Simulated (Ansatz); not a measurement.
A run of Ansatz 0.2.0 is set up as follows.

The input input.yaml:

```yaml
crystal:
  lattice:
    - [2.8270770242, 0.0, 0.0]
    - [-1.4135385121, 2.4483205214, 0.0]
    - [0.0, 0.0, 9.18599307]
  atoms:
    - { symbol: Al, position: [0.6666666667, 0.3333333333, 0.75] }
    - { symbol: Al, position: [0.0, 0.0, 0.5] }
    - { symbol: Al, position: [0.3333333333, 0.6666666667, 0.25] }
    - { symbol: Al, position: [0.0, 0.0, 0.0] }
hamiltonian:
  xc: pbesol
  pseudopotentials: { kind: paw }
kpoints:
  mp_grid: { grid: [10, 10, 4] }
scf:
  occupations: { method: fermi_dirac, width: 0.05 }
phonons:
  method: dfpt
```

Potentials or basis: Ansatz PAW.

Run with:

```console
$ ansatz run input.yaml --threads 2 --pin off --max-ram 5632MiB --backend cpu --events-out ev --progress --plain --runs-dir out
```

Task: What does it give for the highest phonon frequency at Γ?

Result: 357 cm⁻¹.

Task: Predict the band gap on the k mesh.

Result: None (metal or under the smearing width).

Phonon frequencies in cm⁻¹ (negative: imaginary):
```tsv
q point	frequencies
(0.000, 0.000, 0.000)	0 0 0 93 93 121 121 157 157 256 258 357
```
